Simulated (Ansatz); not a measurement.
# Zn: the cost of one run

Method: DFT PBE, scalar-relativistic, in Ansatz 0.2.0.

## (1) The system as given

The structure is hexagonal, space group P6_3/mmc (No. 194). Conventional cell: a = 2.665 Å, b = 2.665 Å, c = 4.947 Å, α = 90.00°, β = 90.00°, γ = 120.00°. Zn (site symmetry -6m2) has 12 Zn at 2.66 to 2.91 Å as nearest neighbours.

Structure file:

```
Zn
1.0
     2.66480    0.00000    0.00000
    -1.33240    2.30778    0.00000
     0.00000    0.00000    4.94670
Zn
2
Direct
  0.33333 0.66667 0.25000
  0.66667 0.33333 0.75000
```

Atoms are numbered in the order of the input: Zn1, Zn2.

## (2) After the deformation

Space group P6_3/mmc before, P6_3/mmc after.

## (3) Full-potential LAPW

Contents of input.yaml:

```yaml
crystal:
  lattice:
    - [2.5848541116, 0.0, 0.0]
    - [-1.2924270558, 2.2385493257, 0.0]
    - [0.0, 0.0, 4.9467]
  atoms:
    - { symbol: Zn, position: [0.3333333333, 0.6666666667, 0.25] }
    - { symbol: Zn, position: [0.6666666667, 0.3333333333, 0.75] }
kpoints:
  mp_grid: { grid: [18, 18, 8] }
  band_path:
    path:
      - [0.0, 0.0, 0.0]
      - [0.5, 0.0, 0.0]
      - [0.3333333333, 0.3333333333, 0.0]
      - [0.0, 0.0, 0.0]
      - [0.0, 0.0, 0.5]
      - [0.5, 0.0, 0.5]
      - [0.3333333333, 0.3333333333, 0.5]
      - [0.0, 0.0, 0.5]
      - [0.5, 0.0, 0.5]
    npoints: 5
scf:
  occupations: { method: fermi_dirac, width: 0.03 }
hamiltonian:
  xc: pbe
  pseudopotentials: { kind: all_electron, lapw: { basis_error: 0.00025 } }
output:
  forces: true
  stress: true
  eigenvalues: true
```

On the command line:

```console
$ ansatz run input.yaml --threads 1 --pin off --max-ram 3072MiB --backend cpu --events-out ev --progress --plain --runs-dir out
```

**Question.** How long does this run take on 1 thread of Arm Neoverse V1, shared host, and how much memory does it need?

About 48 s, with a peak of 0.62 GiB.
